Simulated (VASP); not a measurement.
# HgTe (P6/mmm) in VASP: notebook

The runs below take HgTe through single point, with PBE.

Everything below comes from runs of VASP 6.6.1. Logs are shortened: lines on timing, memory, paths and dates and some standing lists are left out, and cuts for length are marked.

**1. The cell of the first run**

It takes space group P6/mmm (No. 191, hexagonal). Conventional cell: a = 7.460 Å, b = 7.460 Å, c = 4.284 Å, α = 90.00°, β = 90.00°, γ = 120.00°. Hg (site symmetry 6/mmm) is surrounded by 6 Te at 3.73 Å and 2 Hg at 4.28 Å. Around Hg (site symmetry -6m2) lie 6 Te at 3.04 Å. Te (site symmetry mmm) is surrounded by 4 Hg at 3.04 Å.

The cell was built by a generator and needn't be a form met in nature.

**2. Single point, PBE (species swapped into the TlPt type (P6/mmm, No. 191))**

File INCAR:

```
SYSTEM = HgTe
  ALGO = Fast
  EDIFF = 1E-6
  ENCUT = 520
  GGA = PE
  ISIF = 2
  ISMEAR = 0
  LASPH = .True.
  LCHARG = .False.
  LREAL = .False.
  LWAVE = .False.
  NBANDS = 36
  NELM = 100
  PREC = Accurate
  SIGMA = 0.1
```

File KPOINTS:

```
k-points
0
Gamma
  6 6 10
  0 0 0
```

File POSCAR:

```
HgTe
1.0
    7.4599000010      0.0000000000      0.0000000000
   -3.7299500005      6.4604629105      0.0000000000
    0.0000000000      0.0000000000      4.2843244999
Hg Te
3 3
Direct
    0.0000000000      0.0000000000      0.0000000000
    0.3333333333      0.6666666667      0.5000000000
    0.6666666667      0.3333333333      0.5000000000
    0.5000000000      0.0000000000      0.0000000000
    0.5000000000      0.5000000000      0.0000000000
    0.0000000000      0.5000000000      0.0000000000
```

Potentials or basis: VASP PAW PBE potentials, release 64 (Hg, Te).

Run with:

```
> cat potpaw_PBE.64/Hg/POTCAR potpaw_PBE.64/Te/POTCAR > POTCAR
> mpirun -np 1 vasp_std > vasp.out
```

OUTCAR:

```text
SYSTEM = HgTe
   EDIFF = 1E-6
   ENCUT = 520
   GGA = PE
   ISIF = 2
   ISMEAR = 0
   LASPH = .True.
   LREAL = .False.
   NELM = 100
   PREC = Accurate

 ion  position               nearest neighbor table
   1  0.000  0.000  0.000-   5 3.73   6 3.73   6 3.73   5 3.73   4 3.73   4 3.73
   2  0.333  0.667  0.500-   4 3.04   4 3.04   6 3.04   6 3.04   5 3.04   5 3.04
   3  0.667  0.333  0.500-   4 3.04   4 3.04   6 3.04   6 3.04   5 3.04   5 3.04
   4  0.500  0.000  0.000-   2 3.04   3 3.04   2 3.04   3 3.04   1 3.73   1 3.73
   5  0.500  0.500  0.000-   2 3.04   3 3.04   2 3.04   3 3.04   1 3.73   1 3.73
   6  0.000  0.500  0.000-   2 3.04   3 3.04   2 3.04   3 3.04   1 3.73   1 3.73

  LATTYP: Found a hexagonal cell.
 ALAT       =     7.4599000010
 C/A-ratio  =     0.5743139317

  Lattice vectors:

 A1 = (   7.4599000010,   0.0000000000,   0.0000000000)
 A2 = (  -3.7299500005,   6.4604629105,   0.0000000000)
 A3 = (   0.0000000000,   0.0000000000,   4.2843244999)

Analysis of symmetry for initial positions (statically):
=====================================================================
 Subroutine PRICEL returns:
 Original cell was already a primitive cell.

 Routine SETGRP: Setting up the symmetry group for a
 hexagonal supercell.

 Subroutine GETGRP returns: Found 24 space group operations
 (whereof 24 operations were pure point group operations)
 out of a pool of 24 trial point group operations.

The static configuration has the point symmetry D_6h.

Analysis of symmetry for dynamics (positions and initial velocities):
=====================================================================
 Subroutine PRICEL returns:
 Original cell was already a primitive cell.

 Routine SETGRP: Setting up the symmetry group for a
 hexagonal supercell.

 Subroutine GETGRP returns: Found 24 space group operations
 (whereof 24 operations were pure point group operations)
 out of a pool of 24 trial point group operations.

The dynamic configuration has the point symmetry D_6h.

 Subroutine INISYM returns: Found 24 space group operations
 (whereof 24 operations are pure point group operations),
 and found     1 'primitive' translations

----------------------------------------------------------------------------------------

                                     Primitive cell

  volume of cell :     206.4805

  direct lattice vectors                    reciprocal lattice vectors
     7.459900001  0.000000000  0.000000000     0.134050054  0.077393835  0.000000000
    -3.729950001  6.460462911  0.000000000     0.000000000  0.154787670  0.000000000
     0.000000000  0.000000000  4.284324500     0.000000000  0.000000000  0.233409024

  length of vectors
     7.459900001  7.459900001  4.284324500     0.154787670  0.154787670  0.233409024

  position of ions in fractional coordinates (direct lattice)
     0.000000000  0.000000000  0.000000000
     0.333333333  0.666666667  0.500000000
     0.666666667  0.333333333  0.500000000
     0.500000000  0.000000000  0.000000000
     0.500000000  0.500000000  0.000000000
     0.000000000  0.500000000  0.000000000

  ion indices of the primitive-cell ions
   primitive index   ion index
                 1           1
                 2           2
                 3           3
                 4           4
                 5           5
                 6           6

----------------------------------------------------------------------------------------

 KPOINTS: k-points

Automatic generation of k-mesh.
 Grid dimensions read from file:
 generate k-points for:    6    6   10

 Generating k-lattice:

  Cartesian coordinates                     Fractional coordinates (reciprocal lattice)
     0.022341676  0.012898972  0.000000000     0.166666667  0.000000000  0.000000000
     0.000000000  0.025797945  0.000000000     0.000000000  0.166666667  0.000000000
     0.000000000  0.000000000  0.023340902     0.000000000  0.000000000  0.100000000

  Length of vectors
     0.025797945  0.025797945  0.023340902

  Shift w.r.t. Gamma in fractional coordinates (k-lattice)
     0.000000000  0.000000000  0.000000000

 Subroutine IBZKPT returns following result:
 ===========================================

 Found     42 irreducible k-points:

 Following reciprocal coordinates:
            Coordinates               Weight
  0.000000  0.000000  0.000000      1.000000
  0.166667 -0.000000  0.000000      6.000000
  0.333333 -0.000000  0.000000      6.000000
  0.500000 -0.000000  0.000000      3.000000
  0.166667  0.166667  0.000000      6.000000
  0.333333  0.166667  0.000000     12.000000
[... 16 lines left out ...]
  0.166667 -0.000000  0.300000     12.000000
  0.333333 -0.000000  0.300000     12.000000
 [... further k-points ...]
   k-points           NKPTS =     42   k-points in BZ     NKDIM =     42   number of bands    NBANDS=     36
   number of dos      NEDOS =    301   number of ions     NIONS =      6
   total plane-waves  NPLWV = 100352
   dimension x,y,z NGX =    56 NGY =   56 NGZ =   32
   dimension x,y,z NGXF=   112 NGYF=  112 NGZF=   64
   ions per type =               3   3
   NGX,Y,Z   is equivalent  to a cutoff of  12.48, 12.48, 12.42 a.u.
   NGXF,Y,Z  is equivalent  to a cutoff of  24.96, 24.96, 24.83 a.u.
 SYSTEM =  HgTe
   PREC   = accura    normal or accurate (medium, high low for compatibility)
   ISTART =      0    job   : 0-new  1-cont  2-samecut
   ICHARG =      2    charge: 1-file 2-atom 10-const
   ISPIN  =      1    spin polarized calculation?
   LNONCOLLINEAR =      F non collinear calculations
   LSORBIT =      F    spin-orbit coupling
   LASPH  =      T    aspherical Exc in radial PAW
   ENCUT  =  520.0 eV  38.22 Ry    6.18 a.u.  13.87 13.87  7.97*2*pi/ulx,y,z
   NELM   =    100;   NELMIN=  2; NELMDL= -5     # of ELM steps
   EDIFF  = 0.1E-05   stopping-criterion for ELM
   LREAL  =      F    real-space projection
   EDIFFG = 0.1E-04   stopping-criterion for IOM
   NSW    =      0    number of steps for IOM
   IBRION =     -1    ionic relax: 0-MD 1-quasi-New 2-CG
   NFREE  =      0    steps in history (QN), initial steepest desc. (CG)
   ISIF   =      2    stress and relaxation
   ISYM   =      2    0-nonsym 1-usesym 2-fastsym
   POTIM  = 0.5000    time-step for ionic-motion
   TEBEG  =    0.0;   TEEND  =   0.0 temperature during run
   PSTRESS=    0.0 pullay stress
   NELECT =      54.0000    total number of electrons
   NUPDOWN=      -1.0000    fix difference up-down
   EMIN   =  10.00;   EMAX   =-10.00  energy-range for DOS
   EFERMI =   0.00;   METHOD = LEGACY
   ISMEAR =     0;   SIGMA  =   0.10  broadening in eV -4-tet -1-fermi 0-gaus
   EFERMI_NEDOS =   21; number of points for ismear=-14 and -15
   IALGO  =     68    algorithm
   IMIX   =      4    mixing-type and parameters
     AMIX     =   0.40;   BMIX     =  1.00
     AMIX_MAG =   1.60;   BMIX_MAG =  1.00
  volume/ion in A,a.u.               =      34.41       232.23
  Fermi-wavevector in a.u.,A,eV,Ry     =   1.046919  1.978390 14.912521  1.096039
  Thomas-Fermi vector in A             =   2.181777
   LORBIT       =      0    0 simple, 1 ext, 2 COOP (PROOUT), +10 PAW based schemes
   GGA     = PE    functional components
   LHFCALC =     F    Hartree Fock is set to
   AEXX    =    0.0000 exact exchange contribution
   IVDW    =     0    specifies the selected vdW correction
   LEPSILON=     F    determine dielectric tensor
   LRPA    =     F    only Hartree local field effects (RPA)
 non-spin polarized calculation
 RMM-DIIS sequential band-by-band and
 Gauss-broadening in eV      SIGMA  =   0.10
  energy-cutoff  :      520.00
  volume of cell :      206.48
 maximum number of plane-waves:      5590
 NGX is ok and might be reduce to    56
   NGX = 27   NGY = 27   NGZ = 15

 number of electron      54.0000007 magnetization

 Free energy of the ion-electron system (eV)
  ---------------------------------------------------
  ext. energy  EPLUGINS =         0.00000000
  ---------------------------------------------------
  free energy    TOTEN  =        -8.57250430 eV

  energy without entropy =       -8.54315802  energy(sigma->0) =       -8.55783116

 E-fermi :   2.6840     XC(G=0):  -8.8113

 val. band max:        2.6738017925   @ k =   0.3333   0.3333   0.2000
 cond. band min:       2.6888504586   @ k =   0.1667  -0.0000   0.2000
 fundamental gap:      0.0150486661
 Fermi energy:         2.6839876489

 k-point     1 :       0.0000    0.0000    0.0000
  band No.  band energies     occupation
      1      -9.3053      2.00000
      2      -7.8927      2.00000
      3      -7.8927      2.00000
      4      -4.8900      2.00000
      5      -4.2896      2.00000
      6      -4.2896      2.00000
[... 28 lines left out ...]
     35       8.4505      0.00000
     36       8.4505      0.00000

 k-point     2 :       0.1667   -0.0000    0.0000
  band No.  band energies     occupation
      1      -9.2459      2.00000
      2      -8.0245      2.00000
      3      -7.8939      2.00000
      4      -4.7705      2.00000
      5      -4.2907      2.00000
      6      -4.2771      2.00000
[... 28 lines left out ...]
     35       8.3193      0.00000
     36       8.5602      0.00000

 k-point     3 :       0.3333   -0.0000    0.0000
  band No.  band energies     occupation
      1      -9.0834      2.00000
      2      -8.3156      2.00000
      3      -7.8963      2.00000
      4      -4.5441      2.00000
      5      -4.2929      2.00000
      6      -4.2439      2.00000
[... 28 lines left out ...]
     35       8.0208      0.00000
     36       8.7711      0.00000
[... 742 lines left out ...]
 k-point    23 :       0.1667   -0.0000    0.3000
  band No.  band energies     occupation
      1      -8.8653      2.00000
      2      -7.9417      2.00000
      3      -7.8620      2.00000
      4      -4.2971      2.00000
      5      -4.2807      2.00000
      6      -4.2741      2.00000
[... 28 lines left out ...]
     35       8.4168      0.00000
     36       8.6562      0.00000

 k-point    24 :       0.3333   -0.0000    0.3000
  band No.  band energies     occupation
      1      -8.7283      2.00000
      2      -8.1384      2.00000
      3      -7.8658      2.00000
      4      -4.3383      2.00000
      5      -4.2909      2.00000
      6      -4.2593      2.00000
[... 28 lines left out ...]
     35       8.2975      0.00000
     36       8.5091      0.00000

 [... further k-points ...]

------------------------ aborting loop because EDIFF is reached ----------------------------------------

  FORCE on cell =-STRESS in cart. coord.  units (eV):
  Direction    XX          YY          ZZ          XY          YZ          ZX
  --------------------------------------------------------------------------------------
  -------------------------------------------------------------------------------------
  Total        0.0368737      0.0368737      0.1214893      0.0000000     -0.0000000      0.0000000
  in kB        0.2861199      0.2861199      0.9426918      0.0000000     -0.0000000      0.0000000
  external PRESSURE =       0.5049772 kB  Pullay stress =       0.0000000 kB

 VOLUME and BASIS-vectors are now :
 -----------------------------------------------------------------------------
  energy-cutoff  :      520.00
  volume of cell :      206.48
      direct lattice vectors                 reciprocal lattice vectors
     7.459900001  0.000000000  0.000000000     0.134050054  0.077393835  0.000000000
    -3.729950001  6.460462911  0.000000000     0.000000000  0.154787670  0.000000000
     0.000000000  0.000000000  4.284324500     0.000000000  0.000000000  0.233409024

 POSITION                                       TOTAL-FORCE (eV/Angst)
 -----------------------------------------------------------------------------------
      0.00000      0.00000      0.00000         0.000000      0.000000      0.000000
     -0.00000      4.30698      2.14216         0.000000      0.000000      0.000000
      3.72995      2.15349      2.14216        -0.000000     -0.000000      0.000000
      3.72995      0.00000      0.00000         0.000000      0.000000      0.000000
      1.86498      3.23023      0.00000         0.000000      0.000000      0.000000
     -1.86498      3.23023      0.00000         0.000000      0.000000      0.000000
 -----------------------------------------------------------------------------------
    total drift:                                0.000000     -0.000000      0.000000

  FREE ENERGIE OF THE ION-ELECTRON SYSTEM (eV)
  ---------------------------------------------------
  free  energy   TOTEN  =        -8.5725043026 eV

  energy  without entropy=       -8.5431580200  energy(sigma->0) =       -8.55783116
```

It took 3.3 min on 1 thread of Intel Xeon Platinum 8488C (Sapphire Rapids), shared host; peak memory 0.46 GiB.

Results:

```yaml
Free_energy: -8.5725 eV
Pressure: 0.1 GPa
Band_gap_on_the_k_mesh: none (metal or under the smearing width)
```

**3. Single point, PBE (species swapped into the TlPt type (P6/mmm, No. 191))**

File INCAR:

```
PREC = Accurate
ENCUT = 520
EDIFF = 1E-7
ISMEAR = 0
SIGMA = 0.1
LREAL = False
LASPH = True
NELM = 100
ALGO = Fast
ISIF = 2
LWAVE = False
LCHARG = False
GGA = PE
NBANDS = 36
```

File KPOINTS:

```
regular mesh
0
Gamma
  3 3 4
```

File POSCAR:

```
HgTe
1.0
    6.0746834700      0.0000000000      0.0000000000
   -3.0373417300      5.2608302000      0.0000000000
    0.0000000000      0.0000000000      5.0277361000
Hg Te
3 3
Direct
    0.0000000000      0.0000000000      0.0000000000
    0.3333333300      0.6666666700      0.5000000000
    0.6666666700      0.3333333300      0.5000000000
    0.5000000000      0.0000000000      0.0000000000
    0.5000000000      0.5000000000      0.0000000000
    0.0000000000      0.5000000000      0.0000000000
```

Potentials or basis: VASP PAW PBE potentials, release 64 (Hg, Te).

Run with:

```
> cat potpaw_PBE.64/Hg/POTCAR potpaw_PBE.64/Te/POTCAR > POTCAR
> mpirun -np 1 vasp_std > vasp.out
```

Run time: 38 s. Hardware: 1 thread of Intel Xeon Platinum 8488C (Sapphire Rapids), shared host; peak memory 0.3 GiB.

The run converged. Its results:

```
Free energy            : -6.2075 eV
Pressure               : 16.5 GPa
Band gap on the k mesh : none (metal or under the smearing width)
```

Stress tensor (GPa, compression positive):
```
19.90  0.00  0.00
 0.00 19.90  0.00
 0.00  0.00  9.57
```

Levels at points of the mesh, in eV from the Fermi level:
```tsv
k point	band 25	band 26	band 27	band 28	band 29	band 30
(0.00, 0.00, 0.00)	-0.25	-0.25	-0.10	1.78	1.78	2.66
(0.00, 0.00, 0.50)	-2.55	-2.55	1.84	2.17	2.92	2.92
```

Caveat: the k mesh is coarse (spacing up to 0.40 Å⁻¹), so the values aren't converged; so large a pressure means that the cell lies far from this level's equilibrium, or that cutoff or potentials fall short. The run has no spin-orbit coupling, so splittings on Hg, Te are missing.
